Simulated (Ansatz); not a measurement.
# ZnS (F-43m) in Ansatz: further runs

One crystal, ZnS, is run at these levels: PBE; tasks: single point.

Everything below comes from runs of Ansatz 0.2.0. Logs are shortened: lines on timing, memory, paths and dates and some standing lists are left out, and cuts for length are marked.

**The experiment to reproduce.**

“Electronic, vibrational, and thermodynamic properties of ZnS (zincblende and rocksalt structure)”, 2009, arxiv:0911.5022 quotes, for a bulk crystal of ZnS at 19 K: band gap 3.85 eV (direct).

How close the calculation comes is told below.

### 1 The structure

The structure is cubic, space group F-43m (No. 216). The conventional cell has a = 5.404 Å, b = 5.404 Å, c = 5.404 Å, α = 90.00°, β = 90.00°, γ = 90.00°. Zn (site symmetry -43m) has 4 S at 2.34 Å as nearest neighbours. S (site symmetry -43m) has 4 Zn at 2.34 Å as nearest neighbours.

### 2 Single point, PBE

input.yaml reads:

```yaml
crystal:
  lattice:
    - [0.0, 2.702, 2.702]
    - [2.702, 0.0, 2.702]
    - [2.702, 2.702, 0.0]
  atoms:
    - { symbol: Zn, position: [0.75, 0.75, 0.75] }
    - { symbol: S, position: [0.0, 0.0, 0.0] }
kpoints:
  mp_grid: { grid: [9, 9, 9] }
scf:
  occupations: { method: gaussian, width: 0.015 }
hamiltonian:
  xc: pbe
  pseudopotentials: { kind: all_electron, lapw: { basis_error: 0.001 } }
output:
  forces: true
  stress: true
  eigenvalues: true
```

Potentials or basis: all-electron LAPW, scalar-relativistic.

The run is started by

```bash
> ansatz run input.yaml --threads 1 --pin off --max-ram 3072MiB --backend cpu --events-out ev --progress --plain --runs-dir out
```

What it wrote:

```text
Warning: RAYON_NUM_THREADS=1 ignored (pool sized by the plan → 1); use --threads N
LAPW: plane waves up to 8.579 Å⁻¹, error target 1.0e-3 eV per atom; small_component_spin mean_spin; S in spheres of 1.038 Å, 14 of its electrons in bands, Dirac shells []; Zn in spheres of 1.302 Å, 20 of its electrons in bands, Dirac shells [] (how accurate: hamiltonian.pseudopotentials.lapw.basis_error, Limitations)
Engine: ansatz 0.2.0, aarch64-unknown-linux-gnu
Pseudopotentials: kind: all_electron
Pseudopotential: Zn, LAPW, valence charge 20, lapw/all_electron/scalar/gaussian/Zn, Koelling and Harmon's equation, gaussian nucleus
Pseudopotential: S, LAPW, valence charge 14, lapw/all_electron/scalar/gaussian/S, Koelling and Harmon's equation, gaussian nucleus
Functional definition: PBE
  parameter kappa = 0.804
  parameter beta = 0.06672455060314922
  exchange = pbe_x(kappa = kappa, mu = beta*pi^2/3)
  correlation = pbe_c(beta = beta)
Crystal: 2 atoms, lattice volume = 39.454 Å³
Basis set: ecut = 280.44215469609446 eV, 411 PW (Γ), exchange–correlation at level 2
Bands: 21, of which v1, the nominal top of the filled ones, is band 17 counted from 1 (16 counted from 0)
Symmetry: 24 space group operations
Space group: F-43m (ITA 216), of the structure as read, at distance tolerance 3.4e-5 Å
k-points: 35 of 729 (time reversal used)
Non-local potential: Zn, projectors of the file, none
Non-local potential: S, projectors of the file, none
Initial density: superposition of atomic densities (chi_scale 0.1, normalization cell, long waves kept (reshape's long-wave potential 0.00 eV rms))
Initial wavefunctions: plane waves of lowest kinetic energy (no species holds an atomic orbital)
Functional: x = pbe(κ = 0.804, μ = 0.2195149727645171), c = pbe(β = 0.06672455060314922)
iter 1 solved again at ethr=3.08e-3 eV; its pass at ethr=1.00e-1 eV (dr2=1.05e0 eV) is discarded
SCF iter   1: F=—  HF=-59737.761444 eV  |F-HF|=—  |Δ(HF+E_count)|=         —  Δρ=4.03e-2  dr2=1.05e0  ethr=3.08e-3  ⟨swp⟩=2.0  Hψ=5005  notcnv=0
preconditioner: auto → none  [insulator: Δε(μ)=2.380 eV  Ē_g=11.613 eV  σ=0.015 eV  W_gap=1.00  n_scr=14 (ndim 8)  ℏωp=25.1 eV  f_vac=0.113  D(μ)=0.00/eV (n_scr^D=0)  ε∞_Penn≈5.7]
iter 2 solved again at ethr=1.48e-4 eV; its pass at ethr=3.08e-3 eV (dr2=5.02e-2 eV) is discarded
SCF iter   2: F=—  HF=-59737.430585 eV  |F-HF|=—  |Δ(HF+E_count)|=   3.31e-1  Δρ=1.32e-2  dr2=5.02e-2  ethr=1.48e-4  ⟨swp⟩=2.0  Hψ=3954  notcnv=0
SCF iter   3: F=—  HF=-59737.339439 eV  |F-HF|=—  |Δ(HF+E_count)|=   9.11e-2  Δρ=7.58e-3  dr2=1.55e-2  ethr=1.48e-4  ⟨swp⟩=3.0  Hψ=2397  notcnv=0
SCF iter   4: F=—  HF=-59737.331890 eV  |F-HF|=—  |Δ(HF+E_count)|=         —  Δρ=3.73e-3  dr2=3.78e-3  ethr=4.57e-5  ⟨swp⟩=2.0  Hψ=2160  notcnv=0
the basis was enlarged: its passes take 145.8 KiB over the memory plan, 1 of 1 planned eigensolver slots
SCF iter   5: F=—  HF=-59737.332204 eV  |F-HF|=—  |Δ(HF+E_count)|=   3.14e-4  Δρ=6.76e-4  dr2=1.20e-4  ethr=1.11e-5  ⟨swp⟩=2.0  Hψ=2159  notcnv=0
SCF iter   6: F=—  HF=-59737.332267 eV  |F-HF|=—  |Δ(HF+E_count)|=   6.26e-5  Δρ=7.65e-5  dr2=1.59e-6  ethr=3.52e-7  ⟨swp⟩=2.7  Hψ=2051  notcnv=0
SCF iter   7: F=-59737.332270 eV  HF=-59737.332270 eV  |F-HF|=6.80e-9  |Δ(HF+E_count)|=   3.07e-6  Δρ=4.51e-6  dr2=7.74e-9  ethr=4.67e-9  ⟨swp⟩=3.0  Hψ=2196  notcnv=0
SCF 1 converged in 7 iterations: F = -59737.332270 eV  dr2 = 7.74e-9
SCF converged after 7 iterations
Free energy (F): -59737.332270 eV
Harris-Foulkes:  -59737.332270 eV  (|F-HF|=6.80e-9)
Internal energy: -59737.332270 eV  (E = F + TS)
E sigma→0 (E₀):  -59737.332270 eV
Fermi energy:    8.366684 eV
--- Per-component energies (eV) ---
  E_band       = -1880.246063
  E_kinetic    = 60684.782288
  E_xc         = -2648.997923
  E_electrostatic = -117773.116634  (all electrons and nuclei)
  E_smearing   = -0.000000  (= −TS)
  E_closure    = 0.000000  (closes the sum)
  E_atoms      = -59730.497347  (free atoms, spherical and without spin; not in F)
  Σ components = -59737.332270   (vs F -59737.332270, Δ=0.00e0)
  Basis errors (estimates in eV, not in F): energy 4.6e-4 per atom: plane waves 4.1e-4 (2.4e-4 summed), levels above the bands 0.0e0, relativity 2.4e-8, radial functions 4.6e-5, core shells 1.5e-10; eigenvalues (radial functions only) 1.2e-6; not estimated: angular momenta, meshes, grids; target (lapw.basis_error) 1.0e-3; muffin-tin radii S 1.038 Å, Zn 1.302 Å
--- Forces (eV/Å), atoms counted from 1 ---
  atom   1  Zn    -0.00000000     0.00000000    -0.00000000
  atom   2  S      0.00000000    -0.00000000    -0.00000000
  max |Σ_I F_I| component: 1.16e-17 eV/Å
--- Stress (GPa, compression-positive) ---
        1.611397      -0.000000      -0.000000
       -0.000000       1.611397       0.000000
       -0.000000       0.000000       1.611397
  P = ⅓ Tr σ = 1.6114 GPa (16.114 kbar)
--- Band table (eV; the first three rows and the last of 35) ---
  k-point 0: bands = ["-197.3488", "-142.1211", "-142.1211", "-142.1211", "-117.5446", "-71.7138", "-71.7138", "-71.7138", "-5.8293", "0.9762", "0.9762", "0.9762", "1.4754", "1.4754", "7.3103", "7.3103", "7.3103", "9.4229", "13.6831", "13.6831", "13.6831"]
  k-point 1: bands = ["-197.3488", "-142.1211", "-142.1211", "-142.1211", "-117.5446", "-71.7138", "-71.7138", "-71.7138", "-5.7364", "0.9765", "0.9931", "0.9931", "1.4739", "1.4739", "6.3799", "7.1920", "7.1920", "10.1281", "13.5907", "13.8883", "13.8883"]
  k-point 2: bands = ["-197.3488", "-142.1211", "-142.1211", "-142.1211", "-117.5446", "-71.7138", "-71.7138", "-71.7138", "-5.4857", "1.0050", "1.0327", "1.0327", "1.4751", "1.4751", "4.8589", "6.9175", "6.9175", "10.7467", "13.9866", "14.2498", "14.2498"]
  k-point 34: bands = ["-197.3488", "-142.1211", "-142.1211", "-142.1211", "-117.5446", "-71.7139", "-71.7139", "-71.7138", "-4.6086", "1.1059", "1.2383", "1.4002", "1.4625", "1.8253", "2.7612", "4.4195", "4.9424", "12.8815", "13.2159", "14.7942", "16.3074"]
```

It took 13 s on 1 thread of Arm Neoverse V1, shared host; peak memory 0.27 GiB.

Results:

- Free energy: -59737.3323 eV
- Pressure: 1.6 GPa
- Band gap on the k mesh: 2.11 eV, direct

### 3 Single point, PBE

input.yaml, as its differences from that of step 2:

```diff
@@ -11,3 +11,3 @@
 scf:
-  occupations: { method: gaussian, width: 0.015 }
+  occupations: { method: gaussian, width: 0.026 }
 hamiltonian:
```

Potentials or basis: all-electron LAPW, scalar-relativistic.

The run is started by

```bash
> ansatz run input.yaml --threads 1 --pin off --max-ram 3072MiB --backend cpu --events-out ev --progress --plain --runs-dir out
```

It took 13 s on 1 thread of Arm Neoverse V1, shared host; peak memory 0.27 GiB.

Results (log left out):

- Free energy: -59737.3323 eV
- Pressure: 1.6 GPa
- Band gap on the k mesh: 2.11 eV, direct

Levels at points of the mesh, in eV from the valence-band top:
```tsv
k point	band 13	band 14	band 15	band 16	band 17	band 18	band 19	band 20	band 21
(0.00, 0.00, 0.00)	-5.83	-5.83	0.00	0.00	0.00	2.11	6.37	6.37	6.37
```

### 4 Against experiment

Step 2. Against the measured gap of ZnS, 3.85 eV (direct; 19 K; quoted in “Electronic, vibrational, and thermodynamic properties of ZnS (zincblende and rocksalt structure)”, 2009, arxiv:0911.5022), the calculated 2.11 eV is off by -1.74 eV. The value is that of PBE, without temperature or zero-point motion. Semilocal functionals fall short of measured gaps as a rule.

Step 3. Measured gap of ZnS: 3.85 eV (direct; 19 K; quoted in “Electronic, vibrational, and thermodynamic properties of ZnS (zincblende and rocksalt structure)”, 2009, arxiv:0911.5022). This calculation gives 2.11 eV (-1.74 eV). The value is that of PBE, without temperature or zero-point motion. Semilocal functionals fall short of measured gaps as a rule.
